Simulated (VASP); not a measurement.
**CdS (Greenockite): band structure with r2SCAN**

**Measured values to compare with.**

“Isotope dependence of band-gap energy”, 2008, arxiv:0807.2152 quotes, for a bulk crystal of CdS: band gap 2.5809 ± 0.0002 eV.

The system is CdS (Greenockite).

```
Cd S
1.0
     4.13146    0.00000    0.00000
    -2.06573    3.57795    0.00000
     0.00000    0.00000    6.72462
Cd S
2 2
Direct
  0.33333 0.66667 0.99932
  0.66667 0.33333 0.49932
  0.33333 0.66667 0.37568
  0.66667 0.33333 0.87568
```

```yaml
Program: VASP 6.6.1
Task: band structure
Functional: r2SCAN
Potentials_or_basis: VASP PAW PBE potentials, release 64 (Cd, S)
Cutoff: 520 eV
k_mesh: 9 × 9 × 4
Occupations: gaussian, width 0.03 eV
Spin: no spin polarisation
Further_INCAR_settings: ALGO = Normal; EDIFF = 1e-06
```

The pressure is 1.7 GPa and the largest force is 0.004 eV/Å. The band gap on the k mesh is 1.68 eV, direct and the band gap along the path is 1.68 eV, direct.

Forces on the atoms (eV/Å):
```
Cd   0.000  0.000 -0.004
Cd   0.000  0.000 -0.004
S    0.000  0.000  0.004
S    0.000  0.000  0.004
```

Levels at the corners of the path, in eV from the valence-band top:
```csv
point,band 15,band 16,band 17,band 18,band 19,band 20,band 21,band 22
Γ,-0.77,-0.05,0.00,0.00,1.68,3.26,6.99,6.99
M,-2.71,-1.93,-1.33,-0.77,4.20,4.25,5.41,6.91
M,-2.71,-1.93,-1.33,-0.77,4.20,4.25,5.41,6.91
K,-3.19,-1.89,-1.89,-1.69,4.90,5.64,5.64,7.50
K,-3.19,-1.89,-1.89,-1.69,4.90,5.64,5.64,7.50
Γ,-0.77,-0.05,0.00,0.00,1.68,3.26,6.99,6.99
Γ,-0.77,-0.05,0.00,0.00,1.68,3.26,6.99,6.99
A,-0.40,-0.40,-0.40,-0.40,3.32,3.32,6.64,6.64
A,-0.40,-0.40,-0.40,-0.40,3.32,3.32,6.64,6.64
L,-1.38,-1.38,-1.36,-1.36,3.88,3.88,5.80,5.80
L,-1.38,-1.38,-1.36,-1.36,3.88,3.88,5.80,5.80
H,-2.50,-2.50,-1.15,-1.15,4.88,4.88,6.41,6.41
H,-2.50,-2.50,-1.15,-1.15,4.88,4.88,6.41,6.41
A,-0.40,-0.40,-0.40,-0.40,3.32,3.32,6.64,6.64
L,-1.38,-1.38,-1.36,-1.36,3.88,3.88,5.80,5.80
M,-2.71,-1.93,-1.33,-0.77,4.20,4.25,5.41,6.91
K,-3.19,-1.89,-1.89,-1.69,4.90,5.64,5.64,7.50
H,-2.50,-2.50,-1.15,-1.15,4.88,4.88,6.41,6.41
```

Wall time 9.8 min on 2 MPI ranks on Intel(R) Xeon(R) Platinum 8259CL CPU @ 2.50GHz (Skylake/Cascade Lake) (shared host), peak memory 0.28 GiB a rank.

Measured gap of CdS: 2.5809 eV (quoted in “Isotope dependence of band-gap energy”, 2008, arxiv:0807.2152). This calculation gives 1.68 eV (-0.90 eV). Spin-orbit coupling on Cd is left out. The value is that of r2SCAN, without temperature or zero-point motion.

Caveat: the PAW data sets were made with another functional, which shifts forces and pressure a little.
